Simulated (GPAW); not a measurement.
The system is BaTiO3.

```
Ba Ti O
1.0
     3.99980    0.00000    0.00000
     0.00000    3.99980    0.00000
     0.00000    0.00000    4.01800
Ba Ti O
1 1 3
Direct
  0.00000 0.00000 0.00000
  0.50000 0.50000 0.49000
  0.00000 0.50000 0.51700
  0.50000 0.00000 0.51700
  0.50000 0.50000 0.01900
```

- Program: GPAW 26.7.0
- Task: relaxation of cell and atoms
- Functional: PBEsol
- Dispersion: D3
- Potentials or basis: PAW data sets generated in the run's folder for this functional
- Cutoff: 800 eV
- Basis: pw
- k mesh: 5 × 5 × 5
- Occupations: fermi-dirac, width 0.05 eV
- Spin: no spin polarisation

At the start: pressure -4.1 GPa; volume 12.86 Å³/atom.

Where does the relaxation end?

Over 11 steps the energy falls by 4.2 meV/atom and the volume is 12.57 Å³/atom (-2.2 %); space group P4mm (No. 99, to 0.05 Å).

The path:
```csv
step,energy change (eV),largest force (eV/Å),pressure (GPa),volume (Å³)
1,0.0000,0.2927,-4.11,64.28
2,-0.0058,0.2266,-3.55,64.10
3,-0.0183,0.1821,-0.27,63.10
4,-0.0191,0.1191,-0.48,63.14
5,-0.0204,0.0126,-0.44,63.05
6,-0.0207,0.0275,-0.11,62.91
7,-0.0206,0.0227,0.08,62.84
8,-0.0207,0.0134,0.16,62.82
9,-0.0207,0.0051,0.21,62.81
10,-0.0208,0.0116,0.20,62.83
11,-0.0209,0.0170,0.11,62.87
```

Final structure:
```xyz
5
Lattice="3.9593 0.0000 0.0000 0.0000 3.9593 0.0000 0.0000 0.0000 4.0107" Properties=species:S:1:pos:R:3 pbc="T T T"
Ba    0.0000    0.0000    0.0067
Ti    1.9797    1.9797    1.9571
O     0.0000    1.9797    2.0664
O     1.9797    0.0000    2.0664
O     1.9797    1.9797    0.0923
```

Caveat: later steps reuse the first step's grids.
